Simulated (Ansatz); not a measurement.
**Structures of CuO: which is lowest?**

Plane-wave DFT in Ansatz with scalar-relativistic PAW potentials, cutoff 420 eV, Γ-centred meshes chosen by cell and gap, Gaussian smearing with energies taken to zero width. Every cell was relaxed (cell and atoms) in a run of its own, within the symmetry of its start. Functional: PBE.

Relaxed structures (starts from databases or built by putting these elements on another compound's sites):
A. F-43m, 2 atoms in the computed cell, a = 4.524 Å; sites (symmetry × multiplicity) Cu -43m × 4, O -43m × 4; start: built
B. Fm-3m, 2 atoms in the computed cell, a = 4.245 Å; sites (symmetry × multiplicity) Cu m-3m × 4, O m-3m × 4; start: built
C. Cccm, 4 atoms in the computed cell, a = 4.164 Å, b = 4.176 Å, c = 5.151 Å; sites (symmetry × multiplicity) Cu ..2/m × 4, O 222 × 4; start: database

Q: Rank them by energy. Could pressure change the order?

A:
```tsv
structure	group	E − E(lowest) (meV/atom)	V (Å³/atom)	gap on mesh (eV)
C	Cccm	0.0	11.20	0.00
A	F-43m	157	11.57	0.00
B	Fm-3m	179	9.56	0.00
```

C is lowest, 157 meV/atom under A. B is denser by 1.64 Å³/atom, so pressure favours it: ΔE/ΔV, with ΔE in eV and 1 eV/Å³ = 160.2 GPa, gives about 18 GPa for equal enthalpy if both cells were rigid; at such pressures compression changes ΔV much, so this is a scale only. Other structures may lie lower than all of these, and vibrations aren't counted.

Spin polarisation was left out, and a magnetic state may lie lower.